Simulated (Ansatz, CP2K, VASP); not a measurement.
**NiSb: programs and potentials compared**

```
CELL_PARAMETERS angstrom
3.92800 0.00000 0.00000
-1.96400 3.40175 0.00000
0.00000 0.00000 5.12000
ATOMIC_POSITIONS crystal
Sb 0.66667 0.33333 0.75000
Sb 0.33333 0.66667 0.25000
Ni 0.00000 0.00000 0.50000
Ni 0.00000 0.00000 0.00000
```

Alike in all runs: task single point; functional PBE; k mesh 8 × 8 × 5; occupations gaussian, width 0.02 eV; collinear spin, ferromagnetic start; no spin-orbit coupling. Pressure is positive in compression and, in plane waves, holds the error of the finite cutoff, which Ansatz's Pulay term estimates and takes out.

```
                                                                                         program and potentials  plane-wave cutoff (eV)                                                                        notes  pressure (GPa)  net moment per atom (μB)
                                                                                             Ansatz, Ansatz PAW                     420  16.5 valence electrons an atom on average; Pulay term of +0.06 GPa included            3.63                      0.00
CP2K, POTENTIAL_UZH Sb GTH-PBE-q5; GTH_POTENTIALS Ni GTH-PBE-q18; TZVP-MOLOPT-PBE-GTH, TZVP-MOLOPT-SR-GTH basis                       -                      atomic basis; 11.5 valence electrons an atom on average            6.31                      0.00
                                                                 VASP, PBE PAW files Ni, Sb, release 54, 520 eV                     520                                     7.5 valence electrons an atom on average            3.49                      0.00
```

The pressure spans 3.49 (VASP, PBE PAW files Ni, Sb, release 54, 520 eV) to 6.31 GPa (CP2K, POTENTIAL_UZH Sb GTH-PBE-q5; GTH_POTENTIALS Ni GTH-PBE-q18; TZVP-MOLOPT-PBE-GTH, TZVP-MOLOPT-SR-GTH basis). All agree on the net moment per atom. The state is the one that the start led to, which needn't be the lowest. Rows in atomic bases carry the error of their basis and grid, which can be large.

Differences between rows come from potentials, basis sets and numerical settings, since the functional is the same but for its coding. Runs on potential files found faulty are left out.
